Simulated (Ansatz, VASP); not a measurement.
## One calculation of La, two programs

```
La
1.0
    -1.65757    1.65757    1.65757
     1.65757   -1.65757    1.65757
     1.65757    1.65757   -1.65757
La
1
Cartesian
  0.0000 0.0000 0.0000
```

Change from the starting cell: volume scaled by 0.55, LAPW.

Alike in both runs: task single point; functional LDA; k mesh 15 × 15 × 15; occupations fermi-dirac, width 0.08 eV; no spin polarisation.

```csv
,VASP,Ansatz
version,VASP 6.6.1,Ansatz 0.2.0
potentials or method,"VASP PAW LDA potentials, release 64 (La), cutoff 520 eV","all-electron LAPW, scalar-relativistic"
```

|  | VASP | Ansatz | Ansatz less VASP |
| --- | --- | --- | --- |
| pressure (GPa) | 57.1 | 57.0 | -0.07 |

Ansatz ran all-electron here, so the differences hold the error of VASP's frozen core and of both bases.

Caveats: so large a pressure means that the cell lies far from this level's equilibrium, or that cutoff or potentials fall short (VASP). The runs have no spin-orbit coupling, so splittings on La are missing.
